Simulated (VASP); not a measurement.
# InP (F-43m) in VASP: notebook

Aim: see how the results for InP move with the level of theory and the settings. Levels: PBE, LDA. Tasks: single point.

Everything below comes from runs of VASP 6.6.1. Logs are shortened: lines on timing, memory, paths and dates and some standing lists are left out, and cuts for length are marked.

### Step 1. The undisturbed crystal

Symmetry: F-43m, No. 216, cubic system. Conventional cell: a = 5.861 Å, b = 5.861 Å, c = 5.861 Å, α = 90.00°, β = 90.00°, γ = 90.00°. In (site symmetry -43m) has 4 P at 2.54 Å as nearest neighbours. Around P (site symmetry -43m) lie 4 In at 2.54 Å.

### Step 2. Single point, PBE (grid = ENCUT=400 dk=0.35 cell=2x2x1 ISMEAR=0 SIGMA=0.05 LREAL=Auto EDIFF=1e-06)

Input file INCAR:

```
SYSTEM = InP
PREC     = Accurate       ! precision mode
ENCUT    = 400            ! plane-wave cutoff, eV
EDIFF    = 1E-6           ! SCF threshold, eV
ISMEAR   = 0              ! smearing method
SIGMA    = 0.05           ! smearing width, eV
LREAL    = Auto         
LASPH    = .True.         ! aspherical terms in the spheres
NELM     = 120            ! most SCF steps
ALGO     = Fast           ! electronic algorithm
ISIF     = 2              ! what is computed and relaxed
LWAVE    = .False.        ! write WAVECAR
LCHARG   = .False.        ! write CHGCAR
GGA      = PE             ! functional
NBANDS   = 44             ! bands
```

Input file KPOINTS:

```
Automatic mesh
0
Gamma
  6 6 6
  0 0 0
```

Input file POSCAR:

```
InP
1.0
    0.0000000000      5.8610000000      5.8610000000
    5.8610000000      0.0000000000      5.8610000000
    2.9305000000      2.9305000000      0.0000000000
P In
4 4
Direct
    0.0000000000      0.0000000000      0.0000000000
    0.3750000000      0.3750000000      0.7500000000
    0.8750000000      0.3750000000      0.7500000000
    0.8750000000      0.8750000000      0.7500000000
    0.0000000000      0.5000000000      0.0000000000
    0.5000000000      0.0000000000      0.0000000000
    0.5000000000      0.5000000000      0.0000000000
    0.3750000000      0.8750000000      0.7500000000
```

Potentials or basis: VASP PAW PBE potentials, release 64 (P, In_d).

On the command line:

```console
$ cat potpaw_PBE.64/P/POTCAR potpaw_PBE.64/In_d/POTCAR > POTCAR
$ mpirun -np 1 vasp_std > vasp.out
```

OUTCAR:

```text
SYSTEM = InP
   PREC = Accurate
   ENCUT = 400
   EDIFF = 1E-6
   ISMEAR = 0
   LREAL = Auto
   LASPH = .True.
   NELM = 120
   ISIF = 2
   GGA = PE

 Found     80 irreducible k-points:

 Following reciprocal coordinates:
            Coordinates               Weight
  0.000000  0.000000  0.000000      1.000000
  0.166667  0.000000  0.000000      2.000000
  0.000000 -0.166667  0.000000      2.000000
  0.333333  0.000000  0.000000      2.000000
  0.000000 -0.333333  0.000000      2.000000
  0.500000  0.000000  0.000000      1.000000
   k-points           NKPTS =     80   k-points in BZ     NKDIM =     80   number of bands    NBANDS=     44
   number of dos      NEDOS =    301   number of ions     NIONS =      8
   total plane-waves  NPLWV =  81648
   dimension x,y,z NGX =    54 NGY =   54 NGZ =   28
   dimension x,y,z NGXF=   108 NGYF=  108 NGZF=   56
   ions per type =               4   4
   NGX,Y,Z   is equivalent  to a cutoff of  10.83, 10.83, 11.23 a.u.
   NGXF,Y,Z  is equivalent  to a cutoff of  21.66, 21.66, 22.46 a.u.
 SYSTEM =  InP
   PREC   = accura    normal or accurate (medium, high low for compatibility)
   ISTART =      0    job   : 0-new  1-cont  2-samecut
   ICHARG =      2    charge: 1-file 2-atom 10-const
   ISPIN  =      1    spin polarized calculation?
   LNONCOLLINEAR =      F non collinear calculations
   LSORBIT =      F    spin-orbit coupling
   LASPH  =      T    aspherical Exc in radial PAW
   ENCUT  =  400.0 eV  29.40 Ry    5.42 a.u.  13.52 13.52  6.76*2*pi/ulx,y,z
   NELM   =    120;   NELMIN=  2; NELMDL= -5     # of ELM steps
   EDIFF  = 0.1E-05   stopping-criterion for ELM
   LREAL  =      T    real-space projection
   EDIFFG = 0.1E-04   stopping-criterion for IOM
   NSW    =      0    number of steps for IOM
   IBRION =     -1    ionic relax: 0-MD 1-quasi-New 2-CG
   NFREE  =      0    steps in history (QN), initial steepest desc. (CG)
   ISIF   =      2    stress and relaxation
   ISYM   =      2    0-nonsym 1-usesym 2-fastsym
   POTIM  = 0.5000    time-step for ionic-motion
   TEBEG  =    0.0;   TEEND  =   0.0 temperature during run
   PSTRESS=    0.0 pullay stress
   NELECT =      72.0000    total number of electrons
   NUPDOWN=      -1.0000    fix difference up-down
   EMIN   =  10.00;   EMAX   =-10.00  energy-range for DOS
   EFERMI =   0.00;   METHOD = LEGACY
   ISMEAR =     0;   SIGMA  =   0.05  broadening in eV -4-tet -1-fermi 0-gaus
   EFERMI_NEDOS =   21; number of points for ismear=-14 and -15
   IALGO  =     68    algorithm
   IMIX   =      4    mixing-type and parameters
     AMIX     =   0.40;   BMIX     =  1.00
     AMIX_MAG =   1.60;   BMIX_MAG =  1.00
  volume/ion in A,a.u.               =      25.17       169.83
  Fermi-wavevector in a.u.,A,eV,Ry     =   1.162021  2.195901 18.371846  1.350293
  Thomas-Fermi vector in A             =   2.298587
   LORBIT       =      0    0 simple, 1 ext, 2 COOP (PROOUT), +10 PAW based schemes
   GGA     = PE    functional components
   LHFCALC =     F    Hartree Fock is set to
   AEXX    =    0.0000 exact exchange contribution
   IVDW    =     0    specifies the selected vdW correction
   LEPSILON=     F    determine dielectric tensor
   LRPA    =     F    only Hartree local field effects (RPA)
 non-spin polarized calculation
 RMM-DIIS sequential band-by-band and
 Gauss-broadening in eV      SIGMA  =   0.05
  energy-cutoff  :      400.00
  volume of cell :      201.33
 maximum number of plane-waves:      3699
   NGX = 27   NGY = 27   NGZ = 13

 number of electron      72.0000018 magnetization

 Free energy of the ion-electron system (eV)
  ---------------------------------------------------
  ext. energy  EPLUGINS =         0.00000000
  ---------------------------------------------------
  free energy    TOTEN  =       -29.94113808 eV

  energy without entropy =      -29.93854599  energy(sigma->0) =      -29.93984203

 E-fermi :   5.7005     XC(G=0):  -9.3352

 val. band max:        5.6834824151   @ k =   0.5000   0.0000   0.1667
 cond. band min:       5.7191023349   @ k =   0.0000  -0.1667   0.0000
 fundamental gap:      0.0356199198
 Fermi energy:         5.7005167179

 k-point     1 :       0.0000    0.0000    0.0000
  band No.  band energies     occupation
      1      -9.5630      2.00000
      2      -9.4357      2.00000
      3      -9.2931      2.00000
      4      -9.2368      2.00000
      5      -9.1954      2.00000
      6      -9.1713      2.00000
[... 36 lines left out ...]
     43       8.5260      0.00000
     44       9.7684      0.00000

 k-point     2 :       0.1667    0.0000    0.0000
  band No.  band energies     occupation
      1      -9.5630      2.00000
      2      -9.4355      2.00000
      3      -9.2900      2.00000
      4      -9.2398      2.00000
      5      -9.1929      2.00000
      6      -9.1715      2.00000
[... 36 lines left out ...]
     43       8.7527      0.00000
     44       9.5464      0.00000

 k-point     3 :       0.0000   -0.1667    0.0000
  band No.  band energies     occupation
      1      -9.5636      2.00000
      2      -9.4373      2.00000
      3      -9.2897      2.00000
      4      -9.2390      2.00000
      5      -9.1932      2.00000
      6      -9.1699      2.00000
[... 36 lines left out ...]
     43       8.6346      0.00000
     44       9.7111      0.00000

 k-point     4 :       0.3333    0.0000    0.0000
  band No.  band energies     occupation
      1      -9.5629      2.00000
      2      -9.4352      2.00000
      3      -9.2825      2.00000
      4      -9.2469      2.00000
      5      -9.1876      2.00000
      6      -9.1723      2.00000
[... 36 lines left out ...]
     43       9.1085      0.00000
     44       9.6577      0.00000

 k-point     5 :       0.0000   -0.3333    0.0000
  band No.  band energies     occupation
      1      -9.5649      2.00000
      2      -9.4403      2.00000
      3      -9.2829      2.00000
      4      -9.2434      2.00000
      5      -9.1885      2.00000
      6      -9.1672      2.00000
[... 36 lines left out ...]
     43       9.0021      0.00000
     44       9.7315      0.00000

 k-point     6 :       0.5000    0.0000    0.0000
  band No.  band energies     occupation
      1      -9.5629      2.00000
      2      -9.4350      2.00000
      3      -9.2774      2.00000
      4      -9.2516      2.00000
      5      -9.1845      2.00000
      6      -9.1733      2.00000
[... 36 lines left out ...]
     43       9.6316      0.00000
     44      10.0024      0.00000

 [... further k-points ...]

------------------------ aborting loop because EDIFF is reached ----------------------------------------

  FORCE on cell =-STRESS in cart. coord.  units (eV):
  Direction    XX          YY          ZZ          XY          YZ          ZX
  --------------------------------------------------------------------------------------
  -------------------------------------------------------------------------------------
  Total        7.1891054      7.1891054      7.0574959      0.5335795     -0.7757695      0.7757695
  in kB       57.2097786     57.2097786     56.1624510      4.2461425     -6.1734529      6.1734525
  external PRESSURE =      56.8606694 kB  Pullay stress =       0.0000000 kB

 VOLUME and BASIS-vectors are now :
 -----------------------------------------------------------------------------
  energy-cutoff  :      400.00
  volume of cell :      201.33
      direct lattice vectors                 reciprocal lattice vectors
     0.000000000  5.861000000  5.861000000    -0.085309674  0.085309674  0.085309674
     5.861000000  0.000000000  5.861000000     0.085309674 -0.085309674  0.085309674
     2.930500000  2.930500000  0.000000000     0.170619348  0.170619348 -0.170619348

 POSITION                                       TOTAL-FORCE (eV/Angst)
 -----------------------------------------------------------------------------------
      0.00000      0.00000      0.00000         0.595064     -0.595064     -0.793783
      4.39575      4.39575      4.39575        -0.120122      0.120122     -0.016059
      4.39575      7.32625      7.32625        -0.679556      0.679556     -0.986136
      7.32625      7.32625     10.25675         0.221815     -0.221815      1.755251
      2.93050      0.00000      2.93050        -0.360103      0.360103      0.180331
      0.00000      2.93050      2.93050         0.241323     -0.241323      2.190822
      2.93050      2.93050      5.86100        -0.824459      0.824459     -1.241232
      7.32625      4.39575      7.32625         0.926040     -0.926040     -1.089193
 -----------------------------------------------------------------------------------
    total drift:                               -0.000175      0.000208     -0.003126

  FREE ENERGIE OF THE ION-ELECTRON SYSTEM (eV)
  ---------------------------------------------------
  free  energy   TOTEN  =       -29.9411380781 eV

  energy  without entropy=      -29.9385459906  energy(sigma->0) =      -29.93984203
```

Wall time 13 min (1 thread of AMD EPYC 9R14 (Zen 4), shared host); peak memory 0.42 GiB.

The run converged, but some of its settings lie outside the range that counts as converged, so its numbers aren't taken as properties of the crystal.

What came out:

```
Free energy            : -29.9411 eV
Pressure               : 5.7 GPa
Largest force          : 2.217 eV/Å
Band gap on the k mesh : none (metal or under the smearing width)
```

### Step 3. Single point, PBE (grid = ENCUT=650 dk=0.45 cell=2x2x1 ISMEAR=0 SIGMA=0.05 LREAL=Auto EDIFF=1e-06)

INCAR: that of step 2 with these lines changed.

```diff
@@ -2,3 +2,3 @@
 PREC     = Accurate       ! precision mode
-ENCUT    = 400            ! plane-wave cutoff, eV
+ENCUT    = 650            ! plane-wave cutoff, eV
 EDIFF    = 1E-6           ! SCF threshold, eV
```

Input file KPOINTS:

```
Automatic mesh
0
Gamma
  5 5 5
  0 0 0
```

POSCAR is that of step 2.

Potentials or basis: VASP PAW PBE potentials, release 64 (P, In_d).

On the command line:

```console
$ cat potpaw_PBE.64/P/POTCAR potpaw_PBE.64/In_d/POTCAR > POTCAR
$ mpirun -np 1 vasp_std > vasp.out
```

It took 12 min on 1 thread of AMD EPYC 9R14 (Zen 4), shared host; peak memory 0.56 GiB.

These settings aren't checked as converged: the numbers below hold their error.

What came out:

```yaml
Free_energy: -29.9546 eV
Pressure: 5.7 GPa
Largest_force: 2.142 eV/Å
Band_gap_on_the_k_mesh: none (metal or under the smearing width)
```

Caveat: the k mesh is coarse (spacing up to 0.37 Å⁻¹), so the values aren't converged.

(Continued in part 2 of 2.)
